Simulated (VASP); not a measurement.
# SiO2: GW quasiparticle gap, part 4 of 4

Wanted: how far GW moves the Kohn-Sham levels of SiO2. The cell has space group I-42d. The start is a cell from a database of measured crystal structures.

VASP 6.6.1, plane waves and PAW; the level of theory is named at each step.

So far, quasiparticle gap on the mesh (eV): step 3 (evGW0) 9.68. Also gap on the k-mesh (eV): step 2 (empty bands, functional LDA) 5.82; step 5 (another starting point, HSE06) 7.89.

### 6. Empty bands, functional HSE06

Level of this step: HSE06; plane waves and PAW (Si_GW, O_GW) (VASP).

ALGO = Exact makes the empty bands from the converged ground state in one step. LOPTICS writes the k-derivatives of the orbitals (WAVEDER), which give the long-wavelength limit of the screening.

Input file INCAR:

```
SYSTEM = SiO2
PREC = Accurate
ENCUT = 440
ISMEAR = 0
SIGMA = 0.01
LREAL = .FALSE.
LHFCALC = .TRUE.
AEXX = 0.25
GGA = PE
HFSCREEN = 0.2
LASPH = .TRUE.
NBANDS = 544
PRECFOCK = Fast
ALGO = Exact
NELM = 1
LWAVE = .TRUE.
LCHARG = .FALSE.
LOPTICS = .TRUE.
NEDOS = 1000
CSHIFT = 0.1
```

Input file POSCAR:

```
SiO2
1.0
   -2.3740500000      2.3740500000      3.7440000000
    2.3740500000     -2.3740500000      3.7440000000
    2.3740500000      2.3740500000     -3.7440000000
Si O
2 4
Direct
    0.0000000000      0.0000000000      0.0000000000
    0.7500000000      0.2500000000      0.5000000000
    0.9983800000      0.6250000000      0.8733800000
    0.3750000000      0.2483800000      0.3733800000
    0.7516200000      0.1250000000      0.1266200000
    0.8750000000      0.0016200000      0.6266200000
```

Input file KPOINTS:

```
Automatic mesh
0
Gamma
4 4 4
0 0 0
```

The projector-augmented-wave data sets are Si_GW and O_GW (LDA family, release 64).

The run starts from files that an earlier step left in the folder.

Launch:

```bash
$ mpirun -np 16 vasp_std
```

The log of the run:

```text
[banner, memory and clock lines left out]
running   16 mpi-ranks, on    1 nodes
[...]
[... a notice as in an earlier step ...]

 [... a notice as in an earlier step ...]

 LDA part: xc-table for (Slater+PW92), standard interpolation
 found WAVECAR, reading the header
  number of bands has changed, file:    22 present:   544
  trying to continue reading WAVECAR, but it might fail
 POSCAR, INCAR and KPOINTS ok, starting setup
[...]
reading WAVECAR
 random initialization beyond band           22
 the WAVECAR file was read successfully
 initial charge from wavefunction
 entering main loop
       N       E                     dE             d eps       ncg     rms          rms(c)
DIA:   1    -0.584753947845E+02   -0.58475E+02    0.00000E+00     0   0.000E+00
   1 F= -.58475395E+02 E0= -.58475395E+02  d E =-.157904E-22
 writing wavefunctions
 optical routines
 imaginary and real dielectric function
 recalculating local potential from charge density
 direction            1
 direction            2
 direction            3
```

The job ended after 4.7 min (16 MPI ranks of AMD EPYC 9R45, shared host; peak memory 5.7 GiB; 75 min of CPU time).

From OUTCAR (step 6):

```text
 POSITION                                       TOTAL-FORCE (eV/Angst)
 -----------------------------------------------------------------------------------
      0.00000      0.00000      0.00000        -0.000000      0.000000     -0.000000
      0.00000      2.37405      1.87200        -0.000000      0.000000      0.000000
      1.18702      2.95987      2.80800        -0.000000     -0.296644      0.000000
      0.58582      1.18702      0.93600        -0.296644      0.000000      0.000000
     -1.18702      1.78823      2.80800        -0.000000      0.296644      0.000000
     -0.58582      3.56107      0.93600         0.296644     -0.000000      0.000000
 -----------------------------------------------------------------------------------
    total drift:                               -0.000015     -0.000007     -0.000006

  FREE ENERGIE OF THE ION-ELECTRON SYSTEM (eV)
  ---------------------------------------------------
  free  energy   TOTEN  =       -58.4753947845 eV

  energy  without entropy=      -58.4753947845  energy(sigma->0) =      -58.47539478

[... 2 parts as in an earlier step ...]

[... 1 further part left out ...]
[key lines of the parts left out:]
E-fermi :  -1.5252
```

### 7. G0W0

This step: G0W0 on HSE06; plane waves and PAW (Si_GW, O_GW) (VASP 6.6.1).

One pass of GW corrects the levels to first order, with G and W from the starting orbitals.

Input file INCAR:

```
SYSTEM = SiO2
PREC = Accurate
ENCUT = 440
ISMEAR = 0
SIGMA = 0.01
LREAL = .FALSE.
LHFCALC = .TRUE.
AEXX = 0.25
GGA = PE
HFSCREEN = 0.2
LASPH = .TRUE.
NBANDS = 544
PRECFOCK = Fast
ALGO = EVGW0
NELMGW = 1
ENCUTGW = 200
NOMEGA = 48
NBANDSGW = 32
LWAVE = .FALSE.
LCHARG = .FALSE.
```

POSCAR is that of step 6.

KPOINTS is that of step 6.

The WAVECAR or CHGCAR of an earlier step is read.

Launch:

```bash
$ mpirun -np 16 vasp_std
```

The log of the run:

```text
[banner, memory and clock lines left out]
running   16 mpi-ranks, on    1 nodes
 distrk:  each k-point on   16 cores,    1 groups
 distr:  one band on    1 cores,   16 groups

 POSCAR found type information on POSCAR SiO
 POSCAR found :  2 types and       6 ions
 [... a notice as in an earlier step ...]

 [... a notice as in an earlier step ...]

 [... a notice as in an earlier step ...]

 LDA part: xc-table for (Slater+PW92), standard interpolation
 found WAVECAR, reading the header
 POSCAR, INCAR and KPOINTS ok, starting setup
 FFT: planning ... GRIDC
 FFT: planning ... GRID_SOFT
 FFT: planning ... GRID
 reading WAVECAR
 the WAVECAR file was read successfully
 initial charge from wavefunction
 available memory per node:     17.26 GB, setting MAXMEM to     17672

 The Fermi energy was updated, please check that it is located mid-gap
 values below the HOMO (VB) or above the LUMO (CB) will cause erroneous energies
 E-fermi :   2.3550

 calculate exact exchange contribution
 the WAVEDER file was read successfully
energies w=
    0.000    0.000    0.775    0.000    1.547    0.000    2.313    0.000
    3.070    0.000    3.816    0.000    4.550    0.000    5.271    0.000
    5.978    0.000    6.672    0.000    7.354    0.000    8.024    0.000
    8.686    0.000    9.339    0.000    9.986    0.000   10.630    0.000
   11.273    0.000   11.917    0.000   12.566    0.000   13.222    0.000
   13.889    0.000   14.570    0.000   15.269    0.000   15.991    0.000
   16.742    0.000   17.525    0.000   18.350    0.000   19.223    0.000
   20.153    0.000   21.152    0.000   22.235    0.000   23.416    0.000
   24.716    0.000   26.162    0.000   27.787    0.000   29.635    0.000
   31.761    0.000   34.243    0.000   37.188    0.000   40.746    0.000
   45.140    0.000   50.711    0.000   58.005    0.000   67.964    0.000
   82.355    0.000  104.925    0.000  145.266    0.000  237.508    0.000
 responsefunction array rank=     560
 LDA part: xc-table for (Slater+PW92), standard interpolation

 min. memory requirement per mpi rank    444.2 MB, per node   7107.3 MB

 allocating   3 responsefunctions rank=   560
 shmem allocating  48 responsefunctions rank=   560
 response function shared by NCSHMEM nodes    1
 Doing            3  frequencies on each core in blocks of           48
NQ=   1    0.0000    0.0000    0.0000,
|.........|.........|.........|.........|.........|.........|.........|.........
 performed       1533000 updates of chi_q(r,r)
 total number of BLAS operations       3807.26 Gflops
NQ=   2    0.2500    0.0000    0.0000,
|.........|.........|.........|.........|.........|.........|.........|.........
 performed       4564000 updates of chi_q(r,r)
 total number of BLAS operations      10930.54 Gflops
NQ=   3    0.5000    0.0000    0.0000,
|.........|.........|.........|.........|.........|.........|.........|.........
 performed       7003000 updates of chi_q(r,r)
 total number of BLAS operations      16662.86 Gflops
NQ=   4    0.2500    0.2500    0.0000,
|.........|.........|.........|.........|.........|.........|.........|.........
 performed       9755000 updates of chi_q(r,r)
 total number of BLAS operations      23012.77 Gflops
NQ=   5    0.5000    0.2500    0.0000,
|.........|.........|.........|.........|.........|.........|.........|.........
 performed      13064000 updates of chi_q(r,r)
 total number of BLAS operations      30676.25 Gflops
NQ=   6   -0.2500    0.2500    0.0000,
|.........|.........|.........|.........|.........|.........|.........|.........
 performed      15537000 updates of chi_q(r,r)
 total number of BLAS operations      36576.52 Gflops
NQ=   7    0.5000    0.5000    0.0000,
|.........|.........|.........|.........|.........|.........|.........|.........
 performed      17419000 updates of chi_q(r,r)
 total number of BLAS operations      40837.98 Gflops
NQ=   8    0.2500    0.2500    0.2500,
|.........|.........|.........|.........|.........|.........|.........|.........
 performed      19057000 updates of chi_q(r,r)
 total number of BLAS operations      44603.63 Gflops
NQ=   9   -0.2500    0.2500    0.2500,
|.........|.........|.........|.........|.........|.........|.........|.........
 performed      21530000 updates of chi_q(r,r)
 total number of BLAS operations      50396.34 Gflops
NQ=  10    0.5000    0.5000    0.2500,
|.........|.........|.........|.........|.........|.........|.........|.........
 performed      24003000 updates of chi_q(r,r)
 total number of BLAS operations      56253.46 Gflops
NQ=  11   -0.2500    0.5000    0.2500,
|.........|.........|.........|.........|.........|.........|.........|.........
 performed      27034000 updates of chi_q(r,r)
 total number of BLAS operations      63482.28 Gflops
NQ=  12   -0.2500   -0.2500    0.2500,
|.........|.........|.........|.........|.........|.........|.........|.........
 performed      28950000 updates of chi_q(r,r)
 total number of BLAS operations      68104.39 Gflops
NQ=  13    0.5000    0.5000    0.5000,
|.........|.........|.........|.........|.........|.........|.........|.........
 performed      30483000 updates of chi_q(r,r)
 total number of BLAS operations      71682.79 Gflops
 resolving degeneracies of screened two electron integrals

 calculate QP shifts <psi_nk| G(iteration)W_0 |psi_nk>: iteration 1
 entering main loop
```

Wall time 3.2 min (16 MPI ranks); peak memory 9.4 GiB; 50 min of CPU time.

From OUTCAR (step 7):

```text
   NELECT =      32.0000    total number of electrons

 E-fermi :   2.3550

 QP shifts <psi_nk| G(iteration)W_0 |psi_nk>: iteration 1
 for sc-GW calculations column KS-energies equals QP-energies in previous step
 and V_xc(KS)=  KS-energies - (<T + V_ion + V_H > + <T+V_H+V_ion>^1  + <V_x>^1)
 k-point   1 :       0.0000    0.0000    0.0000
  band No.  KS-energies  QP-energies   sigma(KS)   V_xc(KS)     V^pw_x(r,r')   Z            occupation Imag(sigma)
    ...
     13      -2.9348      -4.1647     -21.9088     -20.4258     -25.0885       0.8293       2.0000       0.0475
     14      -2.6925      -3.9291     -21.6345     -20.1352     -24.9515       0.8248       2.0000       0.0487
     15      -1.5915      -2.7521     -22.1484     -20.7504     -25.3944       0.8302       2.0000       0.0487
     16      -1.5915      -2.7521     -22.1484     -20.7504     -25.3944       0.8302       2.0000       0.0487
     17       6.3015       7.1997      -8.2651      -9.2720      -5.3590       0.8921       0.0000      -0.0534
     18       9.0774      10.1060      -7.5432      -8.7065      -4.1942       0.8842       0.0000      -0.0564
     19      11.9049      13.1700      -8.9079     -10.3631      -5.1393       0.8693       0.0000      -0.0606
     20      11.9049      13.1700      -8.9079     -10.3631      -5.1393       0.8693       0.0000      -0.0606
    ...

 k-point   2 :       0.2500    0.0000    0.0000
  band No.  KS-energies  QP-energies   sigma(KS)   V_xc(KS)     V^pw_x(r,r')   Z            occupation Imag(sigma)
    ...
     13      -2.9404      -4.1888     -21.6803     -20.1715     -24.8964       0.8274       2.0000       0.0485
     14      -2.4951      -3.7090     -21.9311     -20.4652     -25.1880       0.8281       2.0000       0.0480
     15      -1.6891      -2.8523     -22.1383     -20.7358     -25.3856       0.8294       2.0000       0.0487
     16      -1.6789      -2.8464     -22.1046     -20.6976     -25.3512       0.8298       2.0000       0.0486
     17       7.2763       8.2524      -8.7353      -9.8357      -5.8050       0.8871       0.0000      -0.0514
     18       9.6869      10.7583      -7.8726      -9.0893      -4.5036       0.8806       0.0000      -0.0553
     19      10.6314      11.8449      -8.7126     -10.1008      -5.1874       0.8742       0.0000      -0.0570
     20      11.2875      12.5638      -9.3097     -10.7800      -5.7558       0.8680       0.0000      -0.0570
    ...

[... 9 parts as in an earlier step ...]

[... 7 further parts left out ...]
```

Numbers from this step:

| Property | Result |
| --- | --- |
| quasiparticle gap on the mesh | 9.952 eV |
| smallest direct quasiparticle gap on the mesh | 9.952 eV |
| gap of the starting orbitals on the mesh | 7.893 eV |

GW takes the gap from 7.893 to 9.952 eV. That is +823 meV against the one-shot pass on LDA. The value holds for 544 bands, ENCUTGW = 200 eV and this mesh, and isn't shown to be converged in them.

### 8. Summary

This step: GW series: evGW0 on LDA, G0W0 on HSE06; plane waves and PAW (VASP 6.6.1).

Derived from the runs above.

Cost is wall time times ranks on a shared host, with the step that makes the empty bands. GW runs:

```tsv
level	bands	ENCUTGW (eV)	NOMEGA	k mesh	starting gap (eV)	quasiparticle gap (eV)	direct gap (eV)	cost (core minutes)
evGW0 on LDA	544	200	48	4x4x4	5.822	9.685	9.685	197.9
G0W0 on HSE06	544	200	48	4x4x4	7.893	9.952	9.952	125.9
```

### 9. Summary of results

```
evGW0 on LDA, 544 bands, ENCUTGW 200 eV, NOMEGA 48, mesh 4×4×4  : 5.822 → 9.685 eV
G0W0 on HSE06, 544 bands, ENCUTGW 200 eV, NOMEGA 48, mesh 4×4×4 : 7.893 → 9.952 eV
```

evGW0 gives a quasiparticle gap of 9.685 eV on the mesh, 3.86 eV over the LDA gap on the same mesh. Over the final values of the levels run here the gap spans 9.68 to 9.95 eV. In evGW0 the first pass, which is the one-shot result, gives 9.128 eV and pass 4 gives 9.685 eV; the last pass changed the gap by +11 meV, so more passes would move it further. One-shot gaps: 9.128 eV from LDA and 9.952 eV from HSE06. The starting gaps span 2.07 eV and the one-shot gaps 0.82 eV. Bands, response cutoff and mesh weren't tested for convergence, and band edges off the mesh aren't seen. The atoms weren't relaxed and carry forces of up to 0.30 eV/Å at HSE06 in the first static run, so the numbers belong to the given coordinates, and a relaxation would change them. Not tabulated here, as repeats of values shown or as unfit to read for their mesh, reference level or band range: eps2 curves (empty bands); eps1 curves and static values (empty bands); gaps (empty bands).

[Lines on the potential files, build, host, timing and source positions are cut from VASP's logs without a mark.]

[Logs are printed without paths, hosts, clocks, repeated set-up lines and the standing remarks that a program may print on its own settings, such as how far it seeks lower states.]

[Hosts, paths, dates, database ids (printed as entryN), source tags and the programs' standing remarks are cut or masked in the printed files.]

[Pressures printed for these runs are not shown converged in the cutoff: they can be off by several GPa and have the wrong sign.]
